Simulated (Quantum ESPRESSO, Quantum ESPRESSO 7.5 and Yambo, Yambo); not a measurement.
## Quasiparticle gap of AgBr (Bromargyrite) in Yambo

How does a plane-wave GW calculation on AgBr (Bromargyrite) run from the first input to the gap?

Main program and level: Quantum ESPRESSO 7.5 and Yambo 5.3.0; PBE and many-body steps on it, plane waves.

Most raw output is cut from this account.

## Step 1: Starting point

It takes space group Fm-3m (No. 225, cubic). The conventional cell has a = 5.775 Å, b = 5.775 Å, c = 5.775 Å, α = 90.00°, β = 90.00°, γ = 90.00°. Ag has 6 Br at 2.89 Å nearest. Nearest to Br lie 6 Ag at 2.89 Å. Farther neighbours and most contacts between anions are not listed.

The cell and positions come from the Crystallography Open Database and are kept as given unless a step says otherwise.

## Step 2: Ground state

This step: Quantum ESPRESSO 7.5; DFT, PBE, plane waves, norm-conserving pseudopotentials.

The ground-state density comes first.

Contents of pw.in:

```
&control
  calculation = 'scf'
  prefix = 'x'
  outdir = 'o'
  pseudo_dir = 'pseudo'
/
&system
  ibrav = 0
  nat = 2
  ntyp = 2
  ecutwfc = 76.0
  nbnd = 23
  force_symmorphic = .true.
/
&electrons
  conv_thr = 1e-10
  electron_maxstep = 80
  mixing_beta = 0.5
/
ATOMIC_SPECIES
  Ag 107.87 Ag.upf
  Br 79.904 Br.upf
CELL_PARAMETERS angstrom
  0.0000000000 2.8872500000 2.8872500000
  2.8872500000 -0.0000000000 2.8872500000
  2.8872500000 2.8872500000 0.0000000000
ATOMIC_POSITIONS crystal
  Ag 0.0000000000 0.0000000000 0.0000000000
  Br 0.5000000000 0.5000000000 0.5000000000
K_POINTS automatic
  6 6 6 0 0 0
```

Started as:

```console
> OMP_NUM_THREADS=1 mpirun -n 4 pw.x -nk 4 -in pw.in > pw.out
```

Elapsed: 9 s, on 4 MPI ranks of Intel Xeon 6975P-C (Granite Rapids), shared host; peak memory 0.29 GiB; 35 s of CPU time.

Numbers from this step:

| Quantity | Value |
| --- | --- |
| total energy | -7902.6711 eV |
| gap | 0.6765 eV |
| k of the valence top | 0, 0, -0.5 |
| k of the conduction bottom | 0, 0, 0 |
| least direct gap | 2.544 eV |

The gap is indirect, with the least direct gap 1.87 eV higher.

## Step 3: Bands along the symmetry lines

The cheap functional maps the bands first; the places of the edges decide which points the dearer methods must see.

Contents of pw.in:

```
&control
  calculation = 'bands'
  prefix = 'x'
  outdir = 'o'
  pseudo_dir = 'pseudo'
/
&system
  ibrav = 0
  nat = 2
  ntyp = 2
  ecutwfc = 76.0
  nbnd = 24
  force_symmorphic = .true.
/
&electrons
  conv_thr = 1e-9
  electron_maxstep = 80
  diago_full_acc = .true.
  diago_thr_init = 5e-6
/
ATOMIC_SPECIES
  Ag 107.87 Ag.upf
  Br 79.904 Br.upf
CELL_PARAMETERS angstrom
  0.0000000000 2.8872500000 2.8872500000
  2.8872500000 -0.0000000000 2.8872500000
  2.8872500000 2.8872500000 0.0000000000
ATOMIC_POSITIONS crystal
  Ag 0.0000000000 0.0000000000 0.0000000000
  Br 0.5000000000 0.5000000000 0.5000000000
K_POINTS crystal
  50
  0.00000000 0.00000000 0.00000000 1
  0.06250000 0.00000000 0.06250000 1
  0.12500000 0.00000000 0.12500000 1
  0.18750000 0.00000000 0.18750000 1
  0.25000000 0.00000000 0.25000000 1
  0.31250000 0.00000000 0.31250000 1
  0.37500000 0.00000000 0.37500000 1
  0.43750000 0.00000000 0.43750000 1
  0.50000000 0.00000000 0.50000000 1
  0.51562500 0.03125000 0.51562500 1
  0.53125000 0.06250000 0.53125000 1
  0.54687500 0.09375000 0.54687500 1
  0.56250000 0.12500000 0.56250000 1
  0.57812500 0.15625000 0.57812500 1
  0.59375000 0.18750000 0.59375000 1
  0.60937500 0.21875000 0.60937500 1
  0.62500000 0.25000000 0.62500000 1
  0.37500000 0.37500000 0.75000000 1
  0.32812500 0.32812500 0.65625000 1
  0.28125000 0.28125000 0.56250000 1
  0.23437500 0.23437500 0.46875000 1
  0.18750000 0.18750000 0.37500000 1
  0.14062500 0.14062500 0.28125000 1
  0.09375000 0.09375000 0.18750000 1
  0.04687500 0.04687500 0.09375000 1
  0.00000000 0.00000000 0.00000000 1
  0.06250000 0.06250000 0.06250000 1
  0.12500000 0.12500000 0.12500000 1
  0.18750000 0.18750000 0.18750000 1
  0.25000000 0.25000000 0.25000000 1
  0.31250000 0.31250000 0.31250000 1
  0.37500000 0.37500000 0.37500000 1
  0.43750000 0.43750000 0.43750000 1
  0.50000000 0.50000000 0.50000000 1
  0.50000000 0.46875000 0.53125000 1
  0.50000000 0.43750000 0.56250000 1
  0.50000000 0.40625000 0.59375000 1
  0.50000000 0.37500000 0.62500000 1
  0.50000000 0.34375000 0.65625000 1
  0.50000000 0.31250000 0.68750000 1
  0.50000000 0.28125000 0.71875000 1
  0.50000000 0.25000000 0.75000000 1
  0.50000000 0.21875000 0.71875000 1
  0.50000000 0.18750000 0.68750000 1
  0.50000000 0.15625000 0.65625000 1
  0.50000000 0.12500000 0.62500000 1
  0.50000000 0.09375000 0.59375000 1
  0.50000000 0.06250000 0.56250000 1
  0.50000000 0.03125000 0.53125000 1
  0.50000000 0.00000000 0.50000000 1
```

It took 6.5 s on 4 MPI ranks; peak memory 0.26 GiB; 25 s of CPU time.

This step gave:

* gap: 0.6765 eV
* k of the valence top: 0.5, 0.5, 0.5
* k of the conduction bottom: 0, 0, 0
* least direct gap: 2.544 eV

The gap is 0.676 eV, as in the run before at this level.

The electronic bands at the labelled points (eV, zero at the top of the highest filled band):

```tsv
point	band 15	band 16	band 17	band 18	band 19	band 20	band 21	band 22
Γ	-2.72	-1.87	-1.87	-1.87	0.68	9.93	9.93	9.93
halfway	-2.64	-1.81	-1.81	-1.60	3.25	6.69	7.86	9.49
X	-2.57	-2.33	-2.33	-2.24	1.64	7.09	9.00	10.97
halfway	-2.34	-2.28	-2.08	-1.93	2.05	7.10	8.75	10.34
U	-2.38	-2.16	-1.97	-1.17	2.98	6.84	8.21	9.15
jump to K	-2.38	-2.16	-1.97	-1.17	2.98	6.84	8.21	9.15
halfway	-2.49	-2.00	-1.74	-0.20	3.75	6.49	7.50	7.83
Γ	-2.72	-1.87	-1.87	-1.87	0.68	9.93	9.93	9.93
halfway	-2.58	-2.25	-0.74	-0.74	2.86	7.17	8.25	8.25
L	-2.43	-2.09	0.00	0.00	3.79	6.49	6.81	6.81
halfway	-2.42	-2.14	-1.17	-0.59	4.48	5.27	7.84	7.90
W	-2.32	-2.23	-2.23	-1.48	3.76	7.15	7.68	7.68
halfway	-2.33	-2.33	-2.27	-1.72	2.47	7.18	8.53	9.07
X	-2.57	-2.33	-2.33	-2.24	1.64	7.09	9.00	10.97
```

## Step 4: Empty states on the mesh, 4×4×4 mesh, 218 bands

The sums over transitions need many empty states on a uniform mesh; this step solves for them.

Contents of pw.in:

```
&control
  calculation = 'nscf'
  prefix = 'x'
  outdir = 'o'
  pseudo_dir = 'pseudo'
/
&system
  ibrav = 0
  nat = 2
  ntyp = 2
  ecutwfc = 76.0
  nbnd = 218
  force_symmorphic = .true.
/
&electrons
  conv_thr = 1e-9
  electron_maxstep = 80
  diago_full_acc = .true.
  diago_thr_init = 5e-6
/
ATOMIC_SPECIES
  Ag 107.87 Ag.upf
  Br 79.904 Br.upf
CELL_PARAMETERS angstrom
  0.0000000000 2.8872500000 2.8872500000
  2.8872500000 -0.0000000000 2.8872500000
  2.8872500000 2.8872500000 0.0000000000
ATOMIC_POSITIONS crystal
  Ag 0.0000000000 0.0000000000 0.0000000000
  Br 0.5000000000 0.5000000000 0.5000000000
K_POINTS automatic
  4 4 4 0 0 0
```

Elapsed: 17 s, on 4 MPI ranks; peak memory 0.51 GiB; 68 s of CPU time.

Numbers from this step:

| Item | Value |
| --- | --- |
| gap | 0.6765 eV |
| k of the valence top | 0, 0, -0.5 |
| k of the conduction bottom | 0, 0, 0 |
| least direct gap | 2.544 eV |
| k points computed | 8 |
| lowest point of the top converged band, above the valence top | 140.0635 eV |

On this mesh the gap is 0.676 eV.

## Step 5: Conversion and set-up

This step: Yambo 5.3.0; conversion and set-up on PBE, plane waves, norm-conserving pseudopotentials.

The states are converted to the many-body program's format and the q mesh is built.

Started as:

```console
> (cd o/x.save; p2y > p2y.log; mv SAVE ../..); yambo > setup.log
```

Elapsed: 2.8 s, on 1 MPI rank; peak memory 0.25 GiB.

## Step 6: Screening and self-energy, 4×4×4 mesh, 218 bands, screening to 210.9 eV

G0W0 replaces the xc potential by the self-energy, built once from these orbitals. Only a window of levels is corrected, while the sums run over the empty bands that the input names.

This step: G0W0 on PBE, plane waves, norm-conserving pseudopotentials.

Contents of gw1.in:

```
HF_and_locXC
gw0
dyson
ppa
em1d
rim_cut
RandQpts= 1000000
RandGvec= 1 RL
EXXRLvcs= 76 Ry
VXCRLvcs= 304 Ry
Chimod= "HARTREE"
% BndsRnXp
 1 | 218 |
%
NGsBlkXp= 15.5 Ry
% LongDrXp
 1 | 1 | 1 |
%
% GbndRnge
 1 | 218 |
%
DysSolver= "n"
ExtendOut
PPAPntXp= 27.21138 eV
% QPkrange
 3 | 3 | 17 | 20 |
 1 | 1 | 17 | 20 |
%
```

Started as:

```console
> OMP_NUM_THREADS=1 mpirun -n 4 yambo -F gw1.in -J gw1 -C gw1 > gw1.log
```

It took 7.7 min on 4 MPI ranks; peak memory 1.9 GiB.

This step gave:

* G0W0 gap on the points computed: 2.093 eV
* starting gap on the mesh: 0.6765 eV
* k of the valence top: 0, 0, -0.5
* k of the conduction bottom: 0, 0, 0
* least direct G0W0 gap on the computed points: 4.463 eV
* Z at the valence top: 0.8014
* Z at the conduction bottom: 0.8277

The gap on the mesh goes from 0.68 eV to 2.09 eV, a correction of +1.42 eV.

Limits: finite bands, cutoff and mesh; d shell near the gap, gap tends to lie low; no spin-orbit coupling; coarse k mesh. v1 is the top filled band, c1 the lowest empty one. The levels before and after the correction (eV, zero at the valence-band top of each column):

```tsv
	conduction bottom	valence top
Kohn-Sham	0.68	0.00
G0W0	2.09	0.00
```

```tsv
	level	energy (eV)
Kohn-Sham	Γ v2-v1	-1.868
Kohn-Sham	Γ c1	0.676
Kohn-Sham	Γ c2	9.933
Kohn-Sham	(0 0 -0.5) v2-v1	0.000
Kohn-Sham	(0 0 -0.5) c1	3.790
Kohn-Sham	(0 0 -0.5) c2	6.489
G0W0	Γ v2-v1	-2.370
G0W0	Γ c1	2.093
G0W0	Γ c2	11.921
G0W0	(0 0 -0.5) v2-v1	0.000
G0W0	(0 0 -0.5) c1	5.218
G0W0	(0 0 -0.5) c2	7.981
```

## Step 7: Where the time went

Times are wall times on the hardware named with each run, good to a factor of about two.

```tsv
step	time	share	memory (GiB)
ground state	9 s	2 %	0.29
bands along the symmetry lines	6.5 s	1 %	0.26
empty states on the mesh	17 s	3 %	0.51
conversion and set-up	2.8 s	1 %	0.25
screening and self-energy	7.7 min	93 %	1.9
```

## Step 8: What came out

```yaml
pbe_gap: 0.68 eV, indirect
g0w0_gap_on_the_mesh: 2.09 eV
gw_settings: 4×4×4 mesh, 218 bands, screening to 210.9 eV, Godby-Needs plasmon pole
known_limits: not at the basis limit; d shell near the gap, gap tends to lie low; no spin-orbit coupling; coarse k mesh
```

What this shows: G0W0 moves the gap on the mesh from 0.68 eV to 2.09 eV (+1.42 eV), with Z of 0.80 and 0.83 at the edges. Only 2 of the mesh's irreducible points were corrected, so a valley elsewhere could overtake. The dearest step here is «screening and self-energy». Bands and cutoff are finite, so the gap is not at the basis limit. The miss can reach some tenths of an eV and take either sign; the mesh is an error of its own. In the G0W0 run levels were corrected at 2 k points alone, so a gap called «on the mesh» is the least over those, and an edge elsewhere would be missed. The 4×4×4 mesh is coarse for this cell, which bears on the long-range parts of exchange and screening. A d shell, filled or nearly so, lies near the gap. One-shot GW converges very slowly in bands there, not always from below, and on a semilocal start the gap tends to come out low; starts rich in exact exchange can overshoot instead. The many-body steps are scalar-relativistic: spin-orbit coupling is not in them.

[Paths, hosts, dates, memory and timing lines, banners, echoed tables and standing remarks are left out of the program output.]

[Logs are printed without paths, hosts, clocks, repeated set-up lines and the standing remarks that a program may print on its own settings, such as how far it seeks lower states.]

[Runs of the session that timed out or met a known fault of the program may be left out.]

[Hosts, paths, dates, database ids (printed as entryN), source tags and the programs' standing remarks are cut or masked in the printed files.]
